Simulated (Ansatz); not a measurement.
## TiO2 and the effect of the screening of exact exchange

```cif
data_structure
_symmetry_space_group_name_H-M 'R-3m:H'
_symmetry_Int_Tables_number 166
_cell_length_a 2.9947
_cell_length_b 2.9947
_cell_length_c 20.9446
_cell_angle_alpha 90.000
_cell_angle_beta 90.000
_cell_angle_gamma 120.000
_cell_volume 162.67
loop_
_atom_site_label
_atom_site_type_symbol
_atom_site_symmetry_multiplicity
_atom_site_Wyckoff_symbol
_atom_site_fract_x
_atom_site_fract_y
_atom_site_fract_z
_atom_site_occupancy
Ti1 Ti 3 a 0.00000 0.00000 0.00000 1
O1 O 6 c 0.33333 0.66667 0.04620 1
```

Measurements of this composition are mostly on another form, of space group No. 141.

Kept alike: task single point; functional HSE06 form with a typed share of exact exchange; k mesh 5 × 5 × 5; occupations fermi-dirac, width 0.05 eV; no spin polarisation. Program: Ansatz, Ansatz PAW, cutoff 420 eV. Exact-exchange share held at 0.25. The mesh is that of the run's cell of 3 atoms. No spin-orbit coupling.

| run | pressure (GPa) |
| --- | --- |
| A | -4.65 |
| B | -5.10 |
| C | -4.05 |
| D | -5.20 |
| E | -4.91 |
| F | -5.17 |

The k mesh is coarse, so the values aren't converged. Pressure is positive in compression, with a Pulay correction for the finite cutoff. All rows use potentials made for PBE. The mesh is thin for exact exchange.

**Question.** The runs differ in the screening of exact exchange alone: 0.1; 0.15; 0.2; 0.3; 0.4; 0.6 Å⁻¹. Which run is which?

**Answer.** Run A is 0.4 Å⁻¹; run B is 0.2 Å⁻¹; run C is 0.6 Å⁻¹; run D is 0.1 Å⁻¹; run E is 0.3 Å⁻¹; run F is 0.15 Å⁻¹. The pressure rises from -5.20 to -4.05 GPa between 0.1 and 0.6 Å⁻¹.
